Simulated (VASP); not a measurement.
# Input and output of a VASP PBE relaxation of cell and atoms on BaS (zincblende)

INCAR

```
LCHARG = .FALSE.
LASPH = .TRUE.
LREAL = .FALSE.
LWAVE = .FALSE.
ISMEAR = -1
NSW = 40
IBRION = 2
NELM = 120
GGA = PE
EDIFFG = -5E-3
NBANDS = 15
ISIF = 3
SIGMA = 0.02
ENCUT = 600
PREC = Accurate
EDIFF = 1E-7
```

KPOINTS

```
KPOINTS created by Atomic Simulation Environment
0
Gamma
6 6 6
0 0 0
```

POSCAR

```
Ba S
 1.0000000000000000
     0.0000000000000000    3.5194117709000001    3.5194117709000001
     3.5194117709000001    0.0000000000000000    3.5194117709000001
     3.5194117709000001    3.5194117709000001    0.0000000000000000
 Ba  S
   1   1
Cartesian
  0.0000000000000000  0.0000000000000000  0.0000000000000000
  1.7597058854500001  1.7597058854500001  1.7597058854500001
```

VASP ran with the recommended PBE PAW datasets (16 valence electrons in the cell).

Command

```
mpirun -np 1 vasp_std
```

From OUTCAR

```
k-points           NKPTS =     16   k-points in BZ     NKDIM =     16   number of bands    NBANDS=     15

   NELECT =      16.0000    total number of electrons

   dimension x,y,z NGX =    40 NGY =   40 NGZ =   40
   dimension x,y,z NGXF=    80 NGYF=   80 NGZF=   80

  energy-cutoff  :      600.00
  volume of cell :       88.40
      direct lattice vectors                 reciprocal lattice vectors
     0.000000000  3.535719855  3.535719855    -0.141413919  0.141413919  0.141413919
     3.535719855  0.000000000  3.535719855     0.141413919 -0.141413919  0.141413919
     3.535719855  3.535719855 -0.000000000     0.141413919  0.141413919 -0.141413919

 k-points in reciprocal lattice and weights: KPOINTS created by Atomic Simulation Env
   0.00000000  0.00000000  0.00000000       0.005
   0.16666667  0.00000000  0.00000000       0.037
   0.33333333  0.00000000  0.00000000       0.037
   0.50000000  0.00000000  0.00000000       0.019
   0.16666667  0.16666667  0.00000000       0.028
   0.33333333  0.16666667  0.00000000       0.111
   0.50000000  0.16666667  0.00000000       0.111
  -0.33333333  0.16666667  0.00000000       0.111
   ...

 E-fermi :   0.2320

 k-point     1 :       0.0000    0.0000    0.0000
  band No.  band energies     occupation
      1     -26.3651      2.00000
      2     -11.5429      2.00000
      3     -11.5429      2.00000
      4     -11.5429      2.00000
      5     -10.1187      2.00000
      6      -0.8831      2.00000
      7      -0.8831      2.00000
      8      -0.8831      2.00000
      9       2.5114      0.00000
     10       4.7956      0.00000
     11       4.7956      0.00000
     12       6.6850      0.00000
     13       6.6850      0.00000
     14       6.6850      0.00000
     15       9.6525      0.00000

 k-point     2 :       0.1667    0.0000    0.0000
  band No.  band energies     occupation
      1     -26.3617      2.00000
      2     -11.7289      2.00000
      3     -11.5522      2.00000
      4     -11.5522      2.00000
      5      -9.9254      2.00000
      6      -0.9522      2.00000
      7      -0.8160      2.00000
      8      -0.8160      2.00000
      9       3.0804      0.00000
     10       4.6176      0.00000
     11       4.6176      0.00000
     12       6.3789      0.00000
     13       7.0308      0.00000
     14       7.0308      0.00000
     15       8.2665      0.00000

 k-point     3 :       0.3333    0.0000    0.0000
  band No.  band energies     occupation
      1     -26.3550      2.00000
      2     -12.0095      2.00000
      3     -11.5706      2.00000
      4     -11.5706      2.00000
      5      -9.6373      2.00000
      6      -0.9174      2.00000
      7      -0.6910      2.00000
      8      -0.6910      2.00000
      9       3.9815      0.00000
     10       4.6619      0.00000
     11       4.6619      0.00000
     12       5.7368      0.00000
     13       6.7417      0.00000
     14       6.7417      0.00000
     15       7.3288      0.00000

 k-point     4 :       0.5000    0.0000    0.0000
  band No.  band energies     occupation
      1     -26.3516      2.00000
      2     -12.1247      2.00000
      3     -11.5797      2.00000
      4     -11.5797      2.00000
      5      -9.5222      2.00000
      6      -0.8208      2.00000
      7      -0.6343      2.00000
      8      -0.6343      2.00000
      9       4.1896      0.00000
     10       4.9840      0.00000
     11       4.9840      0.00000
     12       5.1714      0.00000
     13       6.0990      0.00000
     14       6.0990      0.00000
     15       8.2241      0.00000

 k-point     5 :       0.1667    0.1667    0.0000
  band No.  band energies     occupation
      1     -26.3606      2.00000
      2     -11.7640      2.00000
      3     -11.5660      2.00000
      4     -11.5660      2.00000
      5      -9.8659      2.00000
      6      -1.0656      2.00000
      7      -0.7412      2.00000
      8      -0.7412      2.00000
      9       3.2791      0.00000
     10       4.0973      0.00000
     11       5.0288      0.00000
     12       6.7996      0.00000
     13       6.7996      0.00000
     14       6.8684      0.00000
     15       8.7711      0.00000

 k-point     6 :       0.3333    0.1667    0.0000
  band No.  band energies     occupation
      1     -26.3550      2.00000
      2     -11.9809      2.00000
      3     -11.5929      2.00000
      4     -11.5866      2.00000
      5      -9.6239      2.00000
      6      -1.0811      2.00000
      7      -0.6227      2.00000
      8      -0.5993      2.00000
      9       3.7579      0.00000
     10       4.1863      0.00000
     11       5.1761      0.00000
     12       6.0698      0.00000
     13       6.5898      0.00000
     14       7.1154      0.00000
     15       7.9135      0.00000

 k-point     7 :       0.5000    0.1667    0.0000
  band No.  band energies     occupation
      1     -26.3505      2.00000
      2     -12.1231      2.00000
      3     -11.6264      2.00000
      4     -11.5935      2.00000
      5      -9.4640      2.00000
      6      -0.8903      2.00000
      7      -0.5998      2.00000
      8      -0.5380      2.00000
      9       3.7623      0.00000
     10       4.4718      0.00000
     11       5.1015      0.00000
     12       5.8694      0.00000
     13       6.2396      0.00000
     14       6.9012      0.00000
     15       8.2358      0.00000

 k-point     8 :      -0.3333    0.1667    0.0000
  band No.  band energies     occupation
      1     -26.3516      2.00000
      2     -12.0878      2.00000
      3     -11.6321      2.00000
      4     -11.5799      2.00000
      5      -9.5015      2.00000
      6      -0.8430      2.00000
      7      -0.6567      2.00000
      8      -0.6089      2.00000
      9       3.9048      0.00000
     10       4.4608      0.00000
     11       4.8037      0.00000
     12       5.7991      0.00000
     13       6.7003      0.00000
     14       6.9463      0.00000
     15       7.8876      0.00000

 k-point     9 :      -0.1667    0.1667    0.0000
  band No.  band energies     occupation
      1     -26.3573      2.00000
      2     -11.9049      2.00000
      3     -11.5955      2.00000
      4     -11.5592      2.00000
      5      -9.7159      2.00000
      6      -0.9821      2.00000
      7      -0.7458      2.00000
      8      -0.6918      2.00000
      9       3.7500      0.00000
     10       4.2696      0.00000
     11       4.7473      0.00000
     12       6.0568      0.00000
     13       6.8606      0.00000
     14       7.3752      0.00000
     15       7.9018      0.00000

 k-point    10 :       0.3333    0.3333    0.0000
  band No.  band energies     occupation
      1     -26.3517      2.00000
      2     -12.0787      2.00000
      3     -11.6116      2.00000
      4     -11.6116      2.00000
      5      -9.4953      2.00000
      6      -1.2465      2.00000
      7      -0.4216      2.00000
      8      -0.4216      2.00000
      9       3.3025      0.00000
     10       4.6517      0.00000
     11       5.6263      0.00000
     12       6.3434      0.00000
     13       6.4175      0.00000
     14       6.4175      0.00000
     15       9.1811      0.00000

 k-point    11 :       0.5000    0.3333    0.0000
  band No.  band energies     occupation
      1     -26.3483      2.00000
      2     -12.1644      2.00000
      3     -11.6508      2.00000
      4     -11.6206      2.00000
      5      -9.3770      2.00000
      6      -1.1523      2.00000
      7      -0.3654      2.00000
      8      -0.3399      2.00000
      9       3.2601      0.00000
     10       4.3472      0.00000
     11       5.4796      0.00000
     12       6.3690      0.00000
     13       6.5122      0.00000
     14       7.1574      0.00000
     15       8.9449      0.00000

 k-point    12 :      -0.3333    0.3333    0.0000
  band No.  band energies     occupation
      1     -26.3483      2.00000
      2     -12.1527      2.00000
      3     -11.6835      2.00000
      4     -11.6049      2.00000
      5      -9.3723      2.00000
      6      -0.9013      2.00000
      7      -0.5330      2.00000
      8      -0.4353      2.00000
      9       3.2943      0.00000
     10       4.5518      0.00000
     11       4.7739      0.00000
     12       6.5674      0.00000
     13       6.8542      0.00000
     14       7.3828      0.00000
     15       8.3568      0.00000

 k-point    13 :       0.5000    0.5000    0.0000
  band No.  band energies     occupation
      1     -26.3472      2.00000
      2     -12.2037      2.00000
      3     -11.6341      2.00000
      4     -11.6341      2.00000
      5      -9.3464      2.00000
      6      -1.2812      2.00000
      7      -0.2378      2.00000
      8      -0.2378      2.00000
      9       3.2140      0.00000
     10       4.3070      0.00000
     11       6.0115      0.00000
     12       6.0115      0.00000
     13       6.0535      0.00000
     14       8.1449      0.00000
     15       8.4382      0.00000

 ...

  Total        0.0001680      0.0001680      0.0001680     -0.0000000     -0.0000000     -0.0000000
  in kB        0.0030445      0.0030445      0.0030445     -0.0000000     -0.0000000     -0.0000000
  external PRESSURE =       0.0030445 kB  Pullay stress =       0.0000000 kB

 POSITION                                       TOTAL-FORCE (eV/Angst)
 -----------------------------------------------------------------------------------
      0.00000      0.00000      0.00000         0.000000      0.000000      0.000000
      1.76786      1.76786      1.76786        -0.000000     -0.000000     -0.000000
 -----------------------------------------------------------------------------------
    total drift:                                0.000000      0.000000     -0.000000

  FREE ENERGIE OF THE ION-ELECTRON SYSTEM (eV)
  ---------------------------------------------------
  free  energy   TOTEN  =        -9.7357160144 eV

  energy  without entropy=       -9.7357160144  energy(sigma->0) =       -9.73571601
```

```csv
ionic step,ΔE (meV/atom),volume (Å³),largest force (eV/Å),pressure (GPa),electronic steps
1,0.0,87.18,0.000,0.39,16
2,-0.7,88.54,0.000,-0.04,9
3,-0.7,88.40,0.000,0.00,7
```

CONTCAR

```
Ba S
   1.00000000000000
     0.0000000000000000    3.5357198548839022    3.5357198548839022
     3.5357198548839022    0.0000000000000000    3.5357198548839022
     3.5357198548839022    3.5357198548839022   -0.0000000000000000
  Ba              S
     1     1
Direct
     0.0000000000000000    0.0000000000000000    0.0000000000000000
     0.2500000000000000    0.2500000000000000    0.2500000000000000

  0.00000000E+00  0.00000000E+00  0.00000000E+00
  0.00000000E+00  0.00000000E+00  0.00000000E+00
```

```
relaxed cell vector lengths : 5.000, 5.000, 5.000 Å
relaxed cell volume         : 88.40 Å³
```

The run took about 29 s on one core of a shared host (Intel Xeon 6975P-C) and held 0.25 GiB at most.
